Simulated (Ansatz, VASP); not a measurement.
## One calculation of Ir, two programs

The input INCAR:

```
SYSTEM = Ir
  PREC = Accurate
  ENCUT = 520
  EDIFF = 1E-8
  ISMEAR = -1
  SIGMA = 0.05
  LREAL = .False.
  LASPH = .True.
  NELM = 80
  ALGO = Normal
  ISIF = 2
  LWAVE = .False.
  LCHARG = .False.
  GGA = PS
  LEFG = .True.
  NBANDS = 10
```

The input KPOINTS:

```
regular mesh
0
Gamma
  18 18 18
  0 0 0
```

File POSCAR:

```
Ir
1.0
    0.0000000000      1.9068157192      1.9068157192
    1.9068157192      0.0000000000      1.9068157192
    1.9068157192      1.9068157192      0.0000000000
Ir
1
Direct
    0.0000000000      0.0000000000      0.0000000000
```

Input for Ansatz:

```yaml
crystal:
  lattice:
    - [0.0, 1.9068157192, 1.9068157192]
    - [1.9068157192, 0.0, 1.9068157192]
    - [1.9068157192, 1.9068157192, 0.0]
  atoms:
    - { symbol: Ir, position: [0.0, 0.0, 0.0] }
kpoints:
  mp_grid: { grid: [18, 18, 18] }
scf:
  occupations: { method: fermi_dirac, width: 0.05 }
hamiltonian:
  xc: pbesol
  pseudopotentials: { kind: all_electron, datasets: crystal }
output:
  forces: true
  stress: true
  eigenvalues: true
  efg: { contact_densities: true }
```

Change from the starting cell: volume scaled by 0.98, crystal datasets.

Alike in both runs: task electric field gradients; functional PBEsol; k mesh 18 × 18 × 18; occupations fermi-dirac, width 0.05 eV; no spin polarisation.

|  | VASP | Ansatz |
| --- | --- | --- |
| version | VASP 6.6.1 | Ansatz 0.2.0 |
| potentials or method | VASP PAW PBE potentials, release 64 (Ir) | all-electron PAW with datasets made for the crystal, scalar-relativistic |
| plane-wave cutoff (eV) | 520 | see its input |

VASP gave:

* pressure (GPa): 6.4
* Vzz of the field gradient on the site that differs most (V/Å²): 0.0

Question: Which values does Ansatz return?

Answer: Pressure (GPa): 5.2; Vzz of the field gradient on the site that differs most (V/Å²): 0.0.

Ansatz ran all-electron here, so the differences hold the error of VASP's frozen core and of both bases. Ansatz warned: «gradients_without_spin_orbit».

Caveats: the PAW data sets were made with another functional, which shifts forces and pressure a little (VASP). Spin-orbit coupling is left out, which matters for the levels of Ir.
